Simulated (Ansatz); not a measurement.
This Ansatz input for MnO (NiAs-type structure) was spoiled on purpose:

```yaml
crystal:
  lattice:
    - [2.46237061, 0.0, 0.0]
    - [-1.2311853, 2.1324755, 0.0]
    - [0.0, 0.0, 4.23964481]
  atoms:
    - { symbol: Mn, position: [0.0, 0.0, 0.0], spin: 5.0 }
    - { symbol: Mn, position: [0.0, 0.0, 0.5], spin: -5.0 }
    - { symbol: O, position: [0.3333333333333, 0.6666666666667, 0.2499993605] }
    - { symbol: O, position: [0.6666666666667, 0.3333333333333, 0.7500006395] }
basis:
  ecutwfc: 420
  ecutrho_ratio: 4
kpoints:
  mp_grid: { grid: [12, 12, 8] }
hamiltonian:
  xc: pbe
scf:
  occupations: { method: gaussian, width: 0.05 }
  max_iter: 60
output:
  forces: true
  stress: true
magnetization:
  spin_polarized: true
```

Launched as:
```sh
ansatz run input.yaml --threads 2 --pin off --max-ram 2662MiB --backend cpu --events-out ev --progress --plain --runs-dir out
```

What the program printed:

SCF trace (energy estimate counted from the last row):
```tsv
iteration	ΔE (eV)	density residual (eV)
1	13.427	1.26e0
2	9.081	1.07e0
3	-0.048	1.10e-1
4	0.086	2.66e-2
5	0.018	2.49e-2
6	-1.3e-04	1.78e-3
7	1.0e-04	7.32e-5
8	0.000	1.76e-5
9	-1.0e-06	1.01e-5
10	0.000	2.42e-6
11	0.000	1.42e-7
12	0.000	1.73e-9
13	0.000	4.00e-9
```

```
SCF 1 converged in 13 iterations: F = -8922.793873 eV  dr2 = 4.00e-9
SCF converged after 13 iterations
Magnetization:  0.0000 μB (21.0000 up, 21.0000 down)
Absolute magnetization: 1.4174 μB (∫|ρ↑−ρ↓|, with the PAW one-centre terms)
Per-site moments (μB) at R_I (Å): [(0.60975, 0.73147), (-0.60977, 0.73148), (0.00000, 0.73147), (0.00000, 0.73147)]
Free energy (F): -8922.793873 eV
E sigma→0 (E₀):  -8922.792292 eV
Entropy (-TS):   -0.003162 eV (-0.790 meV/atom)
Fermi energy:    29.783198 eV
--- Forces (eV/Å), atoms counted from 1 ---
  atom   1  Mn     0.00000000     0.00000000     0.00000000
  atom   2  Mn     0.00000000     0.00000000     0.00000000
  atom   3  O      0.00000000     0.00000000     0.00007053
  atom   4  O      0.00000000     0.00000000    -0.00007053
--- Stress (GPa, compression-positive) ---
      276.326028       0.000000       0.000000
        0.000000     276.326028       0.000000
        0.000000       0.000000     334.861542
  P = ⅓ Tr σ = 295.8379 GPa (2958.379 kbar)
```

What is wrong with it?

A lattice far too small. Against the sound input: crystal.lattice: [[2.46237061, 0.0, 0.0], [-1.2311853, 2.1324755, 0.0], [0.0, 0.0, 4.23964481]] (the cap on iterations is only a precaution).

The run converged all the same; its pressure of 296 GPa shows the fault against the sound run's. Its energy lies 2407 meV/atom from the sound one. Cost: 11 s on 2 threads of Arm Neoverse V2, with other jobs on the host, peak memory 0.45 GiB. The run before the change (PBE, 420 eV, 12×12×8 mesh) gave:

```tsv
run	P (GPa)	gap on the mesh (eV)	cell moment (μB)	largest force component (eV/Å)
sound	-0.1	0.88	0.00	0.000
spoiled	295.8	metal	0.00	0.000
```

The two runs also differ in their start: the sound one had the moments 4.35, -4.35, 0.00, 0.00 μB typed, and went on from the state of an earlier run.

This is a trial structure; measured cells of the compound in the Crystallography Open Database are in space groups P63mc, Fm-3m (rock salt).

Of that run: Kohn–Sham gaps of semilocal functionals lie under measured ones, often by a third or more. The run wasn't fully tested for a lower electronic state.
